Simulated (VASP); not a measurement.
A run of VASP 6.6.1 is set up as follows.

POSCAR

```
Nb
1.0
   -1.6639500000      1.6639500000      1.6639500000
    1.6639500000     -1.6639500000      1.6639500000
    1.6639500000      1.6639500000     -1.6639500000
Nb
1
Direct
    0.0000000000      0.0000000000      0.0000000000
```

The input INCAR.step1:

```
SYSTEM = Nb
PREC = Accurate
ENCUT = 520
EDIFF = 1E-5
ISMEAR = -1
SIGMA = 0.05
LREAL = .FALSE.
LASPH = .TRUE.
NELM = 100
ALGO = Normal
ISIF = 2
LWAVE = .TRUE.
LCHARG = .FALSE.
LMAXMIX = 4
NBANDS = 12
GGA = PE
```

Contents of INCAR.step2:

```
SYSTEM = Nb
PREC = Accurate
ENCUT = 520
EDIFF = 1E-6
ISMEAR = -1
SIGMA = 0.05
LREAL = .FALSE.
LASPH = .TRUE.
NELM = 100
ALGO = Normal
ISIF = 2
LWAVE = .FALSE.
LCHARG = .FALSE.
LMAXMIX = 4
METAGGA = MBJ
NBANDS = 12
ISTART = 1
```

Contents of KPOINTS:

```
regular mesh
0
G
  11 11 11
  0 0 0
```

The input KPOINTS_OPT:

```
path GHNGPH,PN
20
line-mode
reciprocal
 0.0000000000  0.0000000000  0.0000000000  G
 0.5000000000 -0.5000000000  0.5000000000  H

 0.5000000000 -0.5000000000  0.5000000000  H
 0.0000000000  0.0000000000  0.5000000000  N

 0.0000000000  0.0000000000  0.5000000000  N
 0.0000000000  0.0000000000  0.0000000000  G

 0.0000000000  0.0000000000  0.0000000000  G
 0.2500000000  0.2500000000  0.2500000000  P

 0.2500000000  0.2500000000  0.2500000000  P
 0.5000000000 -0.5000000000  0.5000000000  H

 0.2500000000  0.2500000000  0.2500000000  P
 0.0000000000  0.0000000000  0.5000000000  N
```

Potentials or basis: VASP PAW PBE potentials, release 64 (Nb_sv).

The run is started by

```console
$ cat potpaw_PBE.64/Nb_sv/POTCAR > POTCAR
$ cp INCAR.step1 INCAR
$ mpirun -np 1 vasp_std > vasp.out
$ cp INCAR.step2 INCAR
$ mpirun -np 1 vasp_std > vasp.out
```

(1) What does it give for the band gap along the path?

## Answers

(1) none (metal or under the smearing width).
